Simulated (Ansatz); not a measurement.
**GaN under compression and expansion**

```yaml
crystal:
  lattice:
    - [0.00000, 1.99250, 1.99250]
    - [1.99250, 0.00000, 1.99250]
    - [1.99250, 1.99250, 0.00000]
  atoms:
    - { symbol: Ga, position: [0.50000, 0.50000, 0.50000] }
    - { symbol: N, position: [0.00000, 0.00000, 0.00000] }
```

Conventional cell: a = 3.985 Å, b = 3.985 Å, c = 3.985 Å, α = 90.00°, β = 90.00°, γ = 90.00°. Ga (atom 1) is surrounded by 6 N at 1.99 Å. N (atom 2) has 6 Ga at 1.99 Å as nearest neighbours.

The geometry is COD entry 1536825, unchecked; take it as a test cell.

All numbers are computed: DFT, PBEsol, all-electron LAPW, scalar-relativistic (Ansatz 0.2.0); DFT, PBEsol, PAW with Ansatz's default frozen-core files, scalar-relativistic (Ansatz 0.2.0).

For LAPW: a Γ-centred 13×13×13 k mesh, Fermi–Dirac smearing of 0.02 eV, basis error target 1 meV/atom, no spin polarisation. PAW takes a cutoff of 420 eV at this cell (files made with PBE, cores remade for this functional). The Ansatz runs share mesh, smearing and spin set-up. Plane-wave (PAW) pressures include the program's estimate of the Pulay term.

The cell above is scaled evenly, with fractional coordinates and shape held.

| V/V(cell) | V (Å³/atom) | P, LAPW (GPa) | P, PAW (GPa) | gap on the k mesh, LAPW (eV) | free energy over the lowest listed, PAW (meV/atom) |
| --- | --- | --- | --- | --- | --- |
| 0.9400 | 7.436 | 91.67 | 91.56 | 2.29 | 355.8 |
| 0.9405 | 7.440 | 91.36 | 91.25 | 2.28 | 353.5 |
| 0.9600 | 7.594 | 79.64 | 79.53 | 2.13 | 271.4 |
| 0.9700 | 7.673 | 74.05 | 73.94 | 2.05 | 233.5 |
| 0.9800 | 7.752 | 68.73 | 68.61 | 1.98 | 198.4 |
| 0.9900 | 7.831 | 63.65 | 63.53 | 1.90 | 165.8 |
| 1.0000 | 7.910 | 58.81 | 58.69 | 1.83 | 135.6 |
| 1.0100 | 7.989 | 54.20 | 54.08 | 1.76 | 107.8 |
| 1.0200 | 8.069 | 49.80 | 49.68 | 1.69 | 82.2 |
| 1.0300 | 8.148 | 45.61 | 45.48 | 1.62 | 58.6 |
| 1.0400 | 8.227 | 41.61 | 41.47 | 1.55 | 37.2 |
| 1.0600 | 8.385 | 34.15 | 34.01 | 1.42 | 0.0 |
